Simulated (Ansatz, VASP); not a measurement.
# Be in VASP and in Ansatz

```
Be
1.0
    -1.25022    1.25022    1.25022
     1.25022   -1.25022    1.25022
     1.25022    1.25022   -1.25022
Be
1
Direct
  0.00000 0.00000 0.00000
```

This isn't the form of Be at room conditions, which is hcp.

Alike in both runs: task single point; functional PBE; k mesh 24 × 24 × 24; occupations gaussian, width 0.1 eV; no spin polarisation.

|  | VASP | Ansatz |
| --- | --- | --- |
| version | VASP 6.6.1 | Ansatz 0.2.0 |
| potentials or method | VASP PAW PBE potentials, release 64 (Be) | scalar-relativistic, plane waves, PAW |
| plane-wave cutoff (eV) | 520 | 420 |
| valence electrons in the cell | 2 | 2 |

VASP gave:

- gap on the k mesh at the Fermi level (eV): none
- pressure (GPa): 0.2

**Question.** What did Ansatz give for the same quantities?

**Answer.** gap on the k mesh at the Fermi level (eV): none; pressure (GPa): 0.0.

A gap of «none» marks a metal or a gap that the smearing closes.
